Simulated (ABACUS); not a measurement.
Write the native input for ABACUS 3.10.1 that does the following.

```yaml
Task: single point
Functional: PBE
Potentials_or_basis: PseudoDojo NC SR 0.4.1 PBE standard
Cutoff: 1102 eV
Density_cutoff: 4408 eV
Basis: plane waves
k_mesh: 12 × 12 × 12
Occupations: fermi-dirac, width 0.05 eV
Spin: no spin polarisation
Radial_cutoff_of_the_potentials_pseudo_rcut: 10 bohr
SCF_threshold_on_the_density: 1e-08
Max_SCF_steps: 100
Eigensolver: dav
Mixing: broyden
Mixing_share: 0.7
Symmetry_key: 1
```

The system is Si2Mo.

```
Mo Si
1.0
    -1.60000    1.60000    3.93050
     1.60000   -1.60000    3.93050
     1.60000    1.60000   -3.93050
Mo Si
1 2
Direct
  0.01766 0.00186 0.00664
  0.67784 0.69432 0.02500
  0.33200 0.34581 0.01150
```

The cell isn't the ideal one: atoms moved at random, drawn with an rms of 0.05 Å.

One way to write it, as run:

INPUT

```
INPUT_PARAMETERS
suffix              Si2Mo
calculation         scf
basis_type          pw
pseudo_dir          ./
symmetry            1
dft_functional      pbe
ecutwfc             81
pseudo_rcut         10
nspin               1
nbands              15
ks_solver           dav
smearing_method     fd
smearing_sigma      0.00367493
scf_thr             1e-08
scf_nmax            100
mixing_type         broyden
mixing_beta         0.7
cal_force           1
cal_stress          1
out_chg             1
out_pot             2
out_elf             1
```

STRU

```
ATOMIC_SPECIES
Mo 95.9500 Mo.upf
Si 28.0850 Si.upf

LATTICE_CONSTANT
1.8897261246

LATTICE_VECTORS
-1.6000000000 1.6000000000 3.9305000000
1.6000000000 -1.6000000000 3.9305000000
1.6000000000 1.6000000000 -3.9305000000

ATOMIC_POSITIONS
Direct

Mo
0.0
1
0.0176620000 0.0018630000 0.0066410000 1 1 1

Si
0.0
2
0.6778390000 0.6943160000 0.0250040000 1 1 1
0.3319990000 0.3458110000 0.0115010000 1 1 1
```

KPT

```
K_POINTS
0
Gamma
12 12 12 0 0 0
```

Potentials or basis: PseudoDojo NC SR 0.4.1 PBE standard, plane waves.

The run is started by

```bash
$ OMP_NUM_THREADS=1 mpirun -np 4 abacus > log
```

It gave:

```yaml
Pressure: 2.6 GPa
Largest_force: 0.919 eV/Å
Band_gap_on_the_k_mesh: none (metal or under the smearing width)
```

Caveat: there are fewer bands than atomic start orbitals, so a level may be missed at k points of high symmetry.

Run time: 11 min on 4 MPI ranks on Intel(R) Xeon(R) Platinum 8259CL CPU @ 2.50GHz (Skylake/Cascade Lake), on a shared host, peak memory 1 GiB a rank.
